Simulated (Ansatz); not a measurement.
HfO2:

```
Hf O
1.0
     3.55802    0.00000    0.00000
     0.00000    3.55802    0.00000
     0.00000    0.00000    5.17186
Hf O
2 4
Direct
  0.00000 0.00000 0.00000
  0.50000 0.50000 0.50000
  0.00000 0.50000 0.19721
  0.50000 0.00000 0.30279
  0.50000 0.00000 0.80279
  0.00000 0.50000 0.69721
```

Measurements of this composition are mostly on another form, of space group No. 14.

Base run:

```yaml
Program: Ansatz 0.2.0
Functional: PBE
Potentials_or_basis: PseudoDojo standard (PBE files)
Cutoff: 1143 eV
Density_cutoff: 4572 eV
k_mesh: 8 × 8 × 5
Occupations: fermi-dirac, width 0.05 eV
Spin: no spin polarisation
```

Its results: band gap on the k mesh 4.81 eV, indirect (least direct gap 4.88 eV); pressure 7.4 GPa; largest force 0.062 eV/Å.

Problem. The run is repeated on the same cell with these changes: potentials or basis from PseudoDojo standard (PBE files) to Ansatz PAW earlier set; cutoff from 1143 eV to 930 eV (not typed: the program's choice for these potentials); valence electrons from 48 to 76. What comes out?

Solution. Band gap on the k mesh 4.77 eV, indirect (least direct gap 4.83 eV); pressure 10.1 GPa; largest force 0.140 eV/Å.

Caveats: odd divisions of the mesh miss points on the zone boundary, where band edges often lie, so the gap on the mesh can be too wide; spin-orbit coupling is left out, which moves the levels of the heavy elements.

A k mesh can miss the band edges.
